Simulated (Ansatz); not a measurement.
MgSe in the rocksalt structure, relaxed with r2SCAN: the symmetry is Fm-3m (No. 225, cubic); a = 5.473 Å in the conventional setting, 20.49 Å³ an atom. Mg is surrounded by 6 Se at 2.74 Å; Se is surrounded by 6 Mg at 2.74 Å. One-shot G0W0@PBE in Ansatz on a 4×4×4 mesh (contour deformation, no spin-orbit coupling), from a PBE gap of 1.773 eV over the mesh points (the G0W0 gap is indirect on the mesh); the number N of bands summed and the screening cutoff rise together. (Simulation; spin polarisation is off.)

```
  N  cutoff (eV)  1000/N  G0W0 gap (eV)
 79           80  12.658          2.739
167          140   5.988          2.906
```

**Question.** Lay a straight line in 1000/N through these rows.

**Answer.** The slope is -0.0250 eV per unit of 1000/N and the intercept 3.056 eV.

**Question.** Predict the gap at N = 296 (210 eV).

**Answer.** 3.056 + (-0.0250) × 3.378 = 2.972 eV; the run gives 2.997 eV, +0.025 eV from the line.

**Question.** With that run's result added, what limit do the last two rows suggest?

**Answer.** Their slope is (2.997 − 2.906)/(3.378 − 5.988) = -0.0349, which meets 1/N = 0 at 3.11 eV, against 3.056 eV from the first line. The slope steepens, so 1/N isn't yet asymptotic and the true limit probably lies higher still; the k mesh isn't extrapolated.

Spin-orbit coupling is left out.
